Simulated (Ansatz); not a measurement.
This TiC structure is the end of a relaxation. The cell was reached from a generator's guess, though it ends in a space group that the Crystallography Open Database lists for this formula.

Theory: DFT PBE, scalar-relativistic, plane waves, PAW (Ansatz 0.2.0). Cutoff 420 eV, Γ-centred mesh, Gaussian smearing, no spin polarisation.

```xyz
2
Lattice="0.0000 2.1664 2.1664 2.1664 0.0000 2.1664 2.1664 2.1664 0.0000" Properties=species:S:1:pos:R:3 pbc="T T T"
Ti    2.1664    2.1664    2.1664
C     0.0000    0.0000    0.0000
```

Formation energies are uncorrected and refer to the elements' standard structures at the same level.

(1) Find its symmetry and describe it.

(2) What is its formation energy per atom?

(3) Is it a metal?

## Answers

(1) Fm-3m (No. 225), the rock salt type. Conventional cell: a = 4.333 Å. Around Ti lie 6 C at 2.17 Å; C has 6 Ti at 2.17 Å.

(2) −0.83 eV/atom. Whether it is stable depends on the other phases of the system, which aren't compared here.

(3) Yes, bands cross the Fermi level on the 22×22×22 mesh.

The last run used a 22×22×22 mesh for its 2-atom cell and Gaussian smearing of 0.10 eV. The reference form of C is held partly by dispersion forces, which this level lacks. This cell was reached by moving the atoms of another relaxed cell at random and relaxing again, last within the group found; it had no such test of its own.
